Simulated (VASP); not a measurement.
Wanted: an ASE script for a VASP 6.6.1 run.

```
Task                   : single point
Functional             : RPBE
Potentials or basis    : VASP PAW PBE potentials, release 64 (P)
Cutoff                 : 500 eV
k mesh                 : 11 × 11 × 11
Occupations            : gaussian, width 0.1 eV
Spin                   : no spin polarisation
Further INCAR settings : ALGO = Normal; EDIFF = 1.00e-07
```

The structure of P lies in P.cif:

```cif
data_P
_cell_length_a 3.38302009
_cell_length_b 5.03033007
_cell_length_c 3.71788827
_cell_angle_alpha 90.00000000
_cell_angle_beta 90.00000000
_cell_angle_gamma 90.00000000
_space_group_name_H-M_alt 'Imma'
_space_group_name_Hall '-I 2b 2'
_space_group_IT_number 74
loop_
_space_group_symop_operation_xyz
'x,y,z'
'-x,-y,-z'
'-x,-y+1/2,z'
'x,y+1/2,-z'
'x,-y,-z'
'-x,y,z'
'-x,y+1/2,-z'
'x,-y+1/2,z'
'x+1/2,y+1/2,z+1/2'
'-x+1/2,-y+1/2,-z+1/2'
'-x+1/2,-y,z+1/2'
'x+1/2,y,-z+1/2'
'x+1/2,-y+1/2,-z+1/2'
'-x+1/2,y+1/2,z+1/2'
'-x+1/2,y,-z+1/2'
'x+1/2,-y,z+1/2'
loop_
_atom_site_label
_atom_site_type_symbol
_atom_site_symmetry_multiplicity
_atom_site_Wyckoff_symbol
_atom_site_fract_x
_atom_site_fract_y
_atom_site_fract_z
_atom_site_occupancy
P1 P 4 e 0.0000000000 0.2500000000 0.9466908900 1
```

This isn't the form of P at room conditions, which is orthorhombic.

One way to write it, as run:

run.py

```python
from ase.calculators.vasp import Vasp
from ase.dft.bandgap import bandgap
from ase.io import read

atoms = read('P.cif', primitive_cell=True, subtrans_included=False)
calc = Vasp(
    directory='calc',
    xc='rpbe',
    pp='PBE',
    setups='minimal',
    prec='Accurate',
    encut=500,
    ediff=1e-07,
    ismear=0,
    sigma=0.1,
    lreal=False,
    lasph=True,
    nelm=80,
    algo='Normal',
    isif=2,
    lwave=False,
    lcharg=False,
    kpts=[11, 11, 11],
    gamma=True,
)
atoms.calc = calc

print('energy (eV):', atoms.get_potential_energy())
print('free energy (eV):', atoms.get_potential_energy(force_consistent=True))
print('forces (eV/A):')
print(atoms.get_forces())
print('stress (eV/A^3, Voigt):', atoms.get_stress())
print('Fermi level (eV):', calc.get_fermi_level())
gap, top, bottom = bandgap(calc)
print('band gap (eV):', gap, 'from (spin, k, band)', top, 'to', bottom)
```

Potentials or basis: VASP PAW PBE potentials, release 64 (P).

Launch:

```bash
$ python run.py
```

It gave:

The pressure is 3.8 GPa and the largest force is 0.339 eV/Å. The band gap on the k mesh is none (metal or under the smearing width).

Caveat: the PAW data sets were made with another functional, which shifts forces and pressure a little.

Run time: 54 s on 1 thread of Intel(R) Xeon(R) Platinum 8375C CPU @ 2.90GHz (Ice Lake), with other jobs on the host, peak memory 0.18 GiB.
